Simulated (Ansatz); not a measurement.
Runs of Ansatz 0.2.0 on BaTiO3 (Barioperovskite). The structure is orthorhombic, space group Amm2 (No. 38). The conventional cell has a = 3.986 Å, b = 5.674 Å, c = 5.690 Å, α = 90.00°, β = 90.00°, γ = 90.00°. Around Ba (site symmetry mm2) lie 12 O at 2.77 to 2.92 Å. Around Ti (site symmetry mm2) lie 6 O at 1.93 to 2.09 Å. O (site symmetry m) has 2 Ti at 1.93 to 2.09 Å as nearest neighbours. O (site symmetry mm2) has 2 Ti at 2.00 Å as nearest neighbours. 

```csv
task,level,spin,U,cell,cutoff (eV),points for each segment of the path,hubbard projectors,double counting,gap on the mesh (eV),pressure (GPa),largest force (eV/Å)
single point,PBE,off,-,as given,350,-,-,-,1.98,2.4,0.27
band structure,PBE,"SOC, no magnetisation",-,as given,420,14,-,-,1.98,2.3,0.27
relaxation of cell and atoms,r2SCAN+rVV10,off,-,relaxed,500,-,-,-,2.65,0.0,-
band structure,PBEsol+U,off,Ti d U = 1 eV,as given,420,14,ortho-atomic (the default),fll (the default),(a),(b),0.26
```

Alike in all rows: potentials or basis Ansatz PAW; k mesh 7 × 7 × 7; smearing fermi-dirac 0.05 eV.

Q: Fill in the values left out.

A: (a) 2.04; (b) -3.6.

Caveats: spin-orbit coupling is left out, which moves the levels of the heavy elements (some runs); odd divisions of the mesh miss points on the zone boundary, where band edges often lie, so the gap on the mesh can be too wide (some runs); the k mesh misses the band edges, so the gap on the mesh is wider than the one along the path (some runs); the PAW data sets come from PBE, with cores solved anew for the run's functional, which leaves a small shift of forces and pressure (some runs); the pressure holds a Pulay correction of +6.2 GPa for the finite cutoff (some runs); the cutoff lies under the one recommended for these potentials (some runs); the plane-wave basis is chosen anew once the cell has moved, so the energies of steps on either side of that aren't comparable (some runs).

A k mesh can miss the band edges, and rows without SOC leave out spin-orbit coupling on Ba.
